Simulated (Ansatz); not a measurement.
# P (Cmce), one atom moved over a plane

These are results of DFT PBEsol, scalar-relativistic, plane waves, PAW in Ansatz 0.2.0, not measurements. Cutoff 420 eV, Γ-centred 16×16×12 k-points, Gaussian smearing of 0.15 eV. No spin polarisation. Energies are free energies at this smearing, counted from the undisturbed cell; pressure is positive in compression.

The starting cell (relaxed at this level):

```xyz
4
Lattice="1.6587 -5.1454 0.0000 1.6587 5.1454 0.0000 0.0000 0.0000 4.1972" Properties=species:S:1:pos:R:3 pbc="T T T"
P     1.6587    4.0619    3.8913
P     1.6587   -1.0834    2.4045
P     1.6587   -4.0619    0.3059
P     1.6587    1.0834    1.7927
```

The cell holds layers and no dispersion correction was added, so their binding is poorly described.

Atom 1 (P) is moved by p along (0.707, 0.707, 0.000) and q along (0.000, 0.000, 1.000) (Å), all else fixed. Points are written (p, q).

Energy above the undisturbed cell in eV/cell (a dash: not computed):

```csv
p \ q,-0.200,-0.100,0.000,0.100,0.200
-0.200,0.52,0.27,0.17,0.21,?
-0.100,0.34,–,–,–,–
0.000,0.28,–,0.00,–,0.22
0.200,0.52,–,?,–,?
```

Question: Fill in the withheld energies.

Answer: (-0.200, 0.200): 0.34; (0.200, 0.000): 0.21; (0.200, 0.200): 0.42.

Cost: 12 runs of about 12 core-minutes in all, on AMD EPYC 9R45 (Zen 5) (shared hosts).